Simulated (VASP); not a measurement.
# Cu: Hubbard U by linear response

Cu, Fm-3m (no. 225), 27 atoms in the cell. LDA, linear-response Hubbard U; PAW potentials Cu (LDA set).

Shifted element: Cu; Shifted shell (l): 2; Cell repeated: 3 × 3 × 3; Shifts (eV): -0.2, -0.1, 0.1, 0.2.

## Input

INCAR.step1:
```
SYSTEM = Cu
ALGO = Normal ; AMIX = 0.2
AMIX_MAG = 0.8 ; BMIX = 1E-4
BMIX_MAG = 1E-4 ; EDIFF = 1E-7
ENCUT = 450 ; GGA = CA
ISMEAR = 1 ; ISPIN = 2
LASPH = .TRUE. ; LCHARG = .TRUE.
LMAXMIX = 4 ; LORBIT = 11
LREAL = .FALSE. ; LWAVE = .TRUE.
MAGMOM = 0 0 0 0 0 0 0 0 0 0 0 0 0 0 0 0 0 0 0 0 0 0 0 0 0 0 0 ; NELM = 200
PREC = Accurate ; SIGMA = 0.1
VOSKOWN = 1
```

INCAR.step2, as INCAR.step1 but for:
```
- LCHARG = .TRUE.
- LWAVE = .TRUE.
+ ICHARG = 11
+ ISTART = 1
+ LCHARG = .FALSE.
+ LDAU = .TRUE.
+ LDAUJ = -0.2 0
+ LDAUL = 2 -1
+ LDAUPRINT = 1
+ LDAUTYPE = 3
+ LDAUU = -0.2 0
+ LWAVE = .FALSE.
```

INCAR.step3, as INCAR.step2 but for:
```
- ICHARG = 11
+ ICHARG = 1
```

INCAR.step4, as INCAR.step3 but for:
```
- ICHARG = 1
- LDAUJ = -0.2 0
- LDAUU = -0.2 0
+ ICHARG = 11
+ LDAUJ = -0.1 0
+ LDAUU = -0.1 0
```

INCAR.step5, as INCAR.step4 but for:
```
- ICHARG = 11
+ ICHARG = 1
```

INCAR.step6, as INCAR.step5 but for:
```
- ICHARG = 1
- LDAUJ = -0.1 0
- LDAUU = -0.1 0
+ ICHARG = 11
+ LDAUJ = 0.1 0
+ LDAUU = 0.1 0
```

INCAR.step7, as INCAR.step6 but for:
```
- ICHARG = 11
+ ICHARG = 1
```

INCAR.step8, as INCAR.step7 but for:
```
- ICHARG = 1
- LDAUJ = 0.1 0
- LDAUU = 0.1 0
+ ICHARG = 11
+ LDAUJ = 0.2 0
+ LDAUU = 0.2 0
```

INCAR.step9, as INCAR.step8 but for:
```
- ICHARG = 11
+ ICHARG = 1
```

KPOINTS:
```
k-points
0
Gamma
  5 5 5
```

POSCAR:
```
Cu
1.0
    0.0000000000      5.4225000000      5.4225000000
    5.4225000000      0.0000000000      5.4225000000
    5.4225000000      5.4225000000      0.0000000000
Cu Cu
1 26
Direct
    0.0000000000      0.0000000000      0.0000000000
    0.0000000000      0.0000000000      0.3333333333
    0.0000000000      0.0000000000      0.6666666667
    0.0000000000      0.3333333333      0.0000000000
    0.0000000000      0.3333333333      0.3333333333
    0.0000000000      0.3333333333      0.6666666667
    0.0000000000      0.6666666667      0.0000000000
    0.0000000000      0.6666666667      0.3333333333
    0.0000000000      0.6666666667      0.6666666667
    0.3333333333      0.0000000000      0.0000000000
    0.3333333333      0.0000000000      0.3333333333
    0.3333333333      0.0000000000      0.6666666667
    0.3333333333      0.3333333333      0.0000000000
    0.3333333333      0.3333333333      0.3333333333
    0.3333333333      0.3333333333      0.6666666667
    0.3333333333      0.6666666667      0.0000000000
    0.3333333333      0.6666666667      0.3333333333
    0.3333333333      0.6666666667      0.6666666667
    0.6666666667      0.0000000000      0.0000000000
    0.6666666667      0.0000000000      0.3333333333
    0.6666666667      0.0000000000      0.6666666667
    0.6666666667      0.3333333333      0.0000000000
    0.6666666667      0.3333333333      0.3333333333
    0.6666666667      0.3333333333      0.6666666667
    0.6666666667      0.6666666667      0.0000000000
    0.6666666667      0.6666666667      0.3333333333
    0.6666666667      0.6666666667      0.6666666667
```

Commands (each step's output is kept before the next begins):
```
cat potpaw_LDA.64/Cu/POTCAR potpaw_LDA.64/Cu/POTCAR > POTCAR
cp INCAR.step1 INCAR
mpirun -np 8 vasp_std > vasp.out
cp CHGCAR CHGCAR.0
cp WAVECAR WAVECAR.0
cp INCAR.step2 INCAR
mpirun -np 8 vasp_std > vasp.out
cp CHGCAR.0 CHGCAR
cp WAVECAR.0 WAVECAR
cp INCAR.step3 INCAR
mpirun -np 8 vasp_std > vasp.out
cp CHGCAR.0 CHGCAR
cp WAVECAR.0 WAVECAR
cp INCAR.step4 INCAR
mpirun -np 8 vasp_std > vasp.out
cp CHGCAR.0 CHGCAR
cp WAVECAR.0 WAVECAR
cp INCAR.step5 INCAR
mpirun -np 8 vasp_std > vasp.out
cp CHGCAR.0 CHGCAR
cp WAVECAR.0 WAVECAR
cp INCAR.step6 INCAR
mpirun -np 8 vasp_std > vasp.out
cp CHGCAR.0 CHGCAR
cp WAVECAR.0 WAVECAR
cp INCAR.step7 INCAR
mpirun -np 8 vasp_std > vasp.out
cp CHGCAR.0 CHGCAR
cp WAVECAR.0 WAVECAR
cp INCAR.step8 INCAR
mpirun -np 8 vasp_std > vasp.out
cp CHGCAR.0 CHGCAR
cp WAVECAR.0 WAVECAR
cp INCAR.step9 INCAR
mpirun -np 8 vasp_std > vasp.out
```

## Result

- U (eV): 7.3
- Bare response (electrons/eV): 0.225
- Relaxed response (electrons/eV): 0.085

Electrons in the shifted shell, density kept fixed:

| Shift (eV) | Electrons |
|---|---|
| -0.20 | 9.128 |
| -0.10 | 9.153 |
| 0.00 | 9.176 |
| 0.10 | 9.198 |
| 0.20 | 9.218 |

Electrons in the shifted shell, density relaxed:

| Shift (eV) | Electrons |
|---|---|
| -0.20 | 9.159 |
| -0.10 | 9.167 |
| 0.00 | 9.176 |
| 0.10 | 9.184 |
| 0.20 | 9.193 |

Limits: The slopes are limited by the printed digits (0.001 electrons) and by how far each density was converged.

VASP 6.6.1 took 1162 s on 8 cores (AMD EPYC 7R13 (Zen 3)), a shared host.
